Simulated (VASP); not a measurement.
# Si (P1) in VASP: further runs

The runs below take Si through single point, with PBE.

Program: VASP 6.6.1. These are calculated values, not measurements. Logs are shortened: lines on timing, memory, paths and dates and some standing lists are left out, and cuts for length are marked.

### Step 1. Starting point

The typed cell holds 16 atoms: a = 7.927 Å, b = 7.927 Å, c = 7.927 Å, α = 60.00°, β = 60.00°, γ = 60.00°.

The cell was built by a generator and needn't be a form met in nature.

### Step 2. Single point, PBE

INCAR

```
SYSTEM = Si
PREC = Accurate
ENCUT = 520
EDIFF = 1E-6
ISMEAR = -1
SIGMA = 0.3
LREAL = Auto
LASPH = .True.
NELM = 80
ALGO = Fast
ISIF = 2
LWAVE = .False.
LCHARG = .False.
GGA = PE
NBANDS = 46
```

KPOINTS

```
Automatic mesh
0
Gamma
  2 2 2
  0 0 0
```

POSCAR

```
Si
1.0
    0.0000000000      5.6052810000      5.6052810000
    5.6052810000      0.0000000000      5.6052810000
    5.6052810000      5.6052810000      0.0000000000
Si
16
Direct
    0.0091520835     -0.0179652010      0.0153961951
    0.1356042632      0.1119301601      0.1387441593
    0.0344139750      0.0425313200      0.4916791861
    0.1557103025      0.1397788978      0.6659612605
    0.0514871601      0.4825271026     -0.0483472639
    0.1289498243      0.6278008185      0.1154268626
    0.0257971010      0.5072181038      0.4968885592
    0.1903918822      0.6798053478      0.5682141538
    0.4830177113      0.0311937974     -0.0161365684
    0.6287285151      0.1375488579      0.1287179001
    0.5300804723      0.0334773582      0.5035162376
    0.6596993086      0.1666820985      0.5999699212
    0.4993505232      0.4992970022      0.0367867374
    0.6517246861      0.6469434806      0.1040090586
    0.5722282255      0.5356377316      0.4741956737
    0.6793682600      0.6621166718      0.6327693473
```

Potentials or basis: VASP PAW PBE potentials, release 64 (Si).

Launch:

```console
cat potpaw_PBE.64/Si/POTCAR > POTCAR
mpirun -np 1 vasp_std > vasp.out
```

OUTCAR:

```text
SYSTEM = Si
   PREC = Accurate
   ENCUT = 520
   EDIFF = 1E-6
   ISMEAR = -1
   LREAL = Auto
   LASPH = .True.
   NELM = 80
   ISIF = 2
   GGA = PE

 ion  position               nearest neighbor table
   1  0.009  0.982  0.015-   6 2.30   4 2.31   2 2.46  10 2.47
   2  0.136  0.112  0.139-   9 2.27   3 2.33   5 2.44   1 2.46
   3  0.034  0.043  0.492-   2 2.33   8 2.37  12 2.43   4 2.56
   4  0.156  0.140  0.666-   1 2.31   7 2.41  11 2.44   3 2.56
   5  0.051  0.483  0.952-   2 2.44   6 2.53   8 2.55  14 2.61
   6  0.129  0.628  0.115-   1 2.30  13 2.42   7 2.48   5 2.53
[... 8 lines left out ...]
  15  0.572  0.536  0.474-  12 2.40  14 2.43   8 2.48  16 2.55
  16  0.679  0.662  0.633-   7 2.28  11 2.41  15 2.55  13 2.66

  LATTYP: Found a face centered cubic cell.
 ALAT       =    11.2105620000

  Lattice vectors:

 A1 = (   0.0000000000,   5.6052810000,   5.6052810000)
 A2 = (   5.6052810000,   0.0000000000,   5.6052810000)
 A3 = (   5.6052810000,   5.6052810000,   0.0000000000)

Analysis of symmetry for initial positions (statically):
=====================================================================
 Subroutine PRICEL returns:
 Original cell was already a primitive cell.

 Routine SETGRP: Setting up the symmetry group for a
 face centered cubic supercell.

 Subroutine GETGRP returns: Found  1 space group operations
 (whereof  1 operations were pure point group operations)
 out of a pool of 48 trial point group operations.

The static configuration has the point symmetry C_1 .

Analysis of symmetry for dynamics (positions and initial velocities):
=====================================================================
 Subroutine PRICEL returns:
 Original cell was already a primitive cell.

 Routine SETGRP: Setting up the symmetry group for a
 face centered cubic supercell.

 Subroutine GETGRP returns: Found  1 space group operations
 (whereof  1 operations were pure point group operations)
 out of a pool of 48 trial point group operations.

The dynamic configuration has the point symmetry C_1 .

 Subroutine INISYM returns: Found  1 space group operations
 (whereof  1 operations are pure point group operations),
 and found     1 'primitive' translations

----------------------------------------------------------------------------------------

                                     Primitive cell

  volume of cell :     352.2266

  direct lattice vectors                    reciprocal lattice vectors
     0.000000000  5.605281000  5.605281000    -0.089201594  0.089201594  0.089201594
     5.605281000  0.000000000  5.605281000     0.089201594 -0.089201594  0.089201594
     5.605281000  5.605281000  0.000000000     0.089201594  0.089201594 -0.089201594

  length of vectors
     7.927064411  7.927064411  7.927064411     0.154501693  0.154501693  0.154501693

  position of ions in fractional coordinates (direct lattice)
     0.009152083  0.982034799  0.015396195
     0.135604263  0.111930160  0.138744159
     0.034413975  0.042531320  0.491679186
     0.155710302  0.139778898  0.665961260
     0.051487160  0.482527103  0.951652736
     0.128949824  0.627800818  0.115426863
[... 8 lines left out ...]
     0.572228225  0.535637732  0.474195674
     0.679368260  0.662116672  0.632769347

  ion indices of the primitive-cell ions
   primitive index   ion index
                 1           1
                 2           2
                 3           3
                 4           4
                 5           5
                 6           6
[... 8 lines left out ...]
                15          15
                16          16

----------------------------------------------------------------------------------------

 KPOINTS: Automatic mesh

Automatic generation of k-mesh.
 Grid dimensions read from file:
 generate k-points for:    2    2    2

 Generating k-lattice:

  Cartesian coordinates                     Fractional coordinates (reciprocal lattice)
    -0.044600797  0.044600797  0.044600797     0.500000000  0.000000000  0.000000000
     0.044600797 -0.044600797  0.044600797     0.000000000  0.500000000  0.000000000
     0.044600797  0.044600797 -0.044600797     0.000000000  0.000000000  0.500000000

  Length of vectors
     0.077250846  0.077250846  0.077250846

  Shift w.r.t. Gamma in fractional coordinates (k-lattice)
     0.000000000  0.000000000  0.000000000

 Subroutine IBZKPT returns following result:
 ===========================================

 Found      8 irreducible k-points:

 Following reciprocal coordinates:
            Coordinates               Weight
  0.000000  0.000000  0.000000      1.000000
  0.500000  0.000000  0.000000      1.000000
  0.000000  0.500000  0.000000      1.000000
  0.000000  0.000000  0.500000      1.000000
  0.500000  0.500000  0.500000      1.000000
  0.500000  0.500000  0.000000      1.000000
  0.000000  0.500000  0.500000      1.000000
  0.500000  0.000000  0.500000      1.000000
   k-points           NKPTS =      8   k-points in BZ     NKDIM =      8   number of bands    NBANDS=     46
   number of dos      NEDOS =    301   number of ions     NIONS =     16
   total plane-waves  NPLWV = 216000
   dimension x,y,z NGX =    60 NGY =   60 NGZ =   60
   dimension x,y,z NGXF=   120 NGYF=  120 NGZF=  120
   ions per type =              16
   NGX,Y,Z   is equivalent  to a cutoff of  12.58, 12.58, 12.58 a.u.
   NGXF,Y,Z  is equivalent  to a cutoff of  25.17, 25.17, 25.17 a.u.
 SYSTEM =  Si
   PREC   = accura    normal or accurate (medium, high low for compatibility)
   ISTART =      0    job   : 0-new  1-cont  2-samecut
   ICHARG =      2    charge: 1-file 2-atom 10-const
   ISPIN  =      1    spin polarized calculation?
   LNONCOLLINEAR =      F non collinear calculations
   LSORBIT =      F    spin-orbit coupling
   LASPH  =      T    aspherical Exc in radial PAW
   ENCUT  =  520.0 eV  38.22 Ry    6.18 a.u.  14.74 14.74 14.74*2*pi/ulx,y,z
   NELM   =     80;   NELMIN=  2; NELMDL= -5     # of ELM steps
   EDIFF  = 0.1E-05   stopping-criterion for ELM
   LREAL  =      T    real-space projection
   EDIFFG = 0.1E-04   stopping-criterion for IOM
   NSW    =      0    number of steps for IOM
   IBRION =     -1    ionic relax: 0-MD 1-quasi-New 2-CG
   NFREE  =      0    steps in history (QN), initial steepest desc. (CG)
   ISIF   =      2    stress and relaxation
   ISYM   =      2    0-nonsym 1-usesym 2-fastsym
   POTIM  = 0.5000    time-step for ionic-motion
   TEBEG  =    0.0;   TEEND  =   0.0 temperature during run
   PSTRESS=    0.0 pullay stress
   NELECT =      64.0000    total number of electrons
   NUPDOWN=      -1.0000    fix difference up-down
   EMIN   =  10.00;   EMAX   =-10.00  energy-range for DOS
   EFERMI =   0.00;   METHOD = LEGACY
   ISMEAR =    -1;   SIGMA  =   0.30  broadening in eV -4-tet -1-fermi 0-gaus
   EFERMI_NEDOS =   21; number of points for ismear=-14 and -15
   IALGO  =     68    algorithm
   IMIX   =      4    mixing-type and parameters
     AMIX     =   0.40;   BMIX     =  1.00
     AMIX_MAG =   1.60;   BMIX_MAG =  1.00
  volume/ion in A,a.u.               =      22.01       148.56
  Fermi-wavevector in a.u.,A,eV,Ry     =   0.927244  1.752237 11.698040  0.859782
  Thomas-Fermi vector in A             =   2.053293
   LORBIT       =      0    0 simple, 1 ext, 2 COOP (PROOUT), +10 PAW based schemes
   GGA     = PE    functional components
   LHFCALC =     F    Hartree Fock is set to
   AEXX    =    0.0000 exact exchange contribution
   IVDW    =     0    specifies the selected vdW correction
   LEPSILON=     F    determine dielectric tensor
   LRPA    =     F    only Hartree local field effects (RPA)
 non-spin polarized calculation
 RMM-DIIS sequential band-by-band and
  energy-cutoff  :      520.00
  volume of cell :      352.23
 maximum number of plane-waves:      9528
 NGX is ok and might be reduce to    60
   NGX = 29   NGY = 29   NGZ = 29

 number of electron      63.9999999 magnetization

 Free energy of the ion-electron system (eV)
  ---------------------------------------------------
  ext. energy  EPLUGINS =         0.00000000
  ---------------------------------------------------
  free energy    TOTEN  =       -82.97753444 eV

  energy without entropy =      -81.78838992  energy(sigma->0) =      -82.38296218

 E-fermi :   5.1702     XC(G=0):  -9.0775

 val. band max:        4.9637582742   @ k =   0.0000   0.0000   0.0000
 cond. band min:       5.4273324966   @ k =   0.0000   0.0000   0.0000
 fundamental gap:      0.4635742223
 Fermi energy:         5.1702162985

 k-point     1 :       0.0000    0.0000    0.0000
  band No.  band energies     occupation
      1      -6.4644      2.00000
      2      -4.5068      2.00000
      3      -4.4713      2.00000
      4      -4.2351      2.00000
      5      -4.1229      2.00000
      6      -3.0050      2.00000
[... 36 lines left out ...]
     43       6.9675      0.00499
     44       7.2752      0.00179

 k-point     2 :       0.5000    0.0000    0.0000
  band No.  band energies     occupation
      1      -5.8397      2.00000
      2      -5.6225      2.00000
      3      -4.3257      2.00000
      4      -4.0918      2.00000
      5      -3.9698      2.00000
      6      -3.8578      2.00000
[... 36 lines left out ...]
     43       8.4072      0.00004
     44       8.6045      0.00002

 k-point     3 :       0.0000    0.5000    0.0000
  band No.  band energies     occupation
      1      -5.8998      2.00000
      2      -5.5089      2.00000
      3      -4.2800      2.00000
      4      -4.2498      2.00000
      5      -3.9812      2.00000
      6      -3.9148      2.00000
[... 224 lines left out ...]
     43       8.8440      0.00001
     44       8.9838      0.00001

 k-point     8 :       0.5000    0.0000    0.5000
  band No.  band energies     occupation
      1      -5.6299      2.00000
      2      -5.3551      2.00000
      3      -4.7649      2.00000
      4      -4.6563      2.00000
      5      -4.3925      2.00000
      6      -4.3410      2.00000
[... 36 lines left out ...]
     43       8.9398      0.00001
     44       8.9851      0.00001
 [bands above 44 left out]

------------------------ aborting loop because EDIFF is reached ----------------------------------------

  FORCE on cell =-STRESS in cart. coord.  units (eV):
  Direction    XX          YY          ZZ          XY          YZ          ZX
  --------------------------------------------------------------------------------------
  -------------------------------------------------------------------------------------
  Total      -10.8627354    -11.6149045    -12.3880005     -3.1655585     -1.3105842     -0.8793707
  in kB      -49.4114523    -52.8328529    -56.3494437    -14.3992133     -5.9614697     -4.0000037
  external PRESSURE =     -52.8645830 kB  Pullay stress =       0.0000000 kB

 VOLUME and BASIS-vectors are now :
 -----------------------------------------------------------------------------
  energy-cutoff  :      520.00
  volume of cell :      352.23
      direct lattice vectors                 reciprocal lattice vectors
     0.000000000  5.605281000  5.605281000    -0.089201594  0.089201594  0.089201594
     5.605281000  0.000000000  5.605281000     0.089201594 -0.089201594  0.089201594
     5.605281000  5.605281000  0.000000000     0.089201594  0.089201594 -0.089201594

 POSITION                                       TOTAL-FORCE (eV/Angst)
 -----------------------------------------------------------------------------------
      5.59088      0.13760      5.55588         1.421744     -0.195636      0.214471
      1.40510      1.53780      1.38750         0.175673     -1.254437      0.070086
      2.99440      2.94890      0.43130         0.581804      0.635797     -0.353862
      4.51640      4.60570      1.65630        -1.161337     -1.238955      0.438746
      8.03898      5.62288      2.99330         1.380746     -0.541841      0.352058
      4.16600      1.36980      4.24180        -0.891426      0.874304     -0.869938
[... 8 lines left out ...]
      5.66040      5.86550      6.20990         0.577064     -0.501140     -0.134304
      7.25820      7.35490      7.51940         0.389574     -0.703714     -1.802472
 -----------------------------------------------------------------------------------
    total drift:                                0.002963      0.010840      0.000686

  FREE ENERGIE OF THE ION-ELECTRON SYSTEM (eV)
  ---------------------------------------------------
  free  energy   TOTEN  =       -82.9775344353 eV

  energy  without entropy=      -81.7883899224  energy(sigma->0) =      -82.38296218
```

Wall time 7.1 min (1 thread of AMD EPYC 7R43 (Zen 3), shared host); peak memory 0.42 GiB.

What came out:

* Free energy: -82.9775 eV
* Pressure: -5.3 GPa
* Largest force: 2.471 eV/Å
* Band gap on the k mesh: 0.46 eV, direct

Forces in eV/Å, atoms in the order of the input:
```
Si   1.422 -0.196  0.214
Si   0.176 -1.254  0.070
Si   0.582  0.636 -0.354
Si  -1.161 -1.239  0.439
Si   1.381 -0.542  0.352
Si  -0.891  0.874 -0.870
Si  -0.004  0.749  1.576
Si  -0.662  0.567 -1.534
Si  -0.994  1.795  1.376
Si  -0.451  0.005 -0.553
Si  -0.532 -0.355 -0.353
Si   0.705  0.589 -0.076
Si  -0.326 -0.700  1.298
Si  -0.210  0.276  0.350
Si   0.577 -0.501 -0.134
Si   0.390 -0.704 -1.802
```

Caveat: the k mesh is coarse (spacing up to 0.49 Å⁻¹), so the values aren't converged; forces of over 1 eV/Å show positions far from the minimum, so gaps and moduli don't describe the material at rest. Expect the measured gap to be larger: semilocal functionals such as PBE lack the derivative discontinuity.

[end of part 1 of 2]
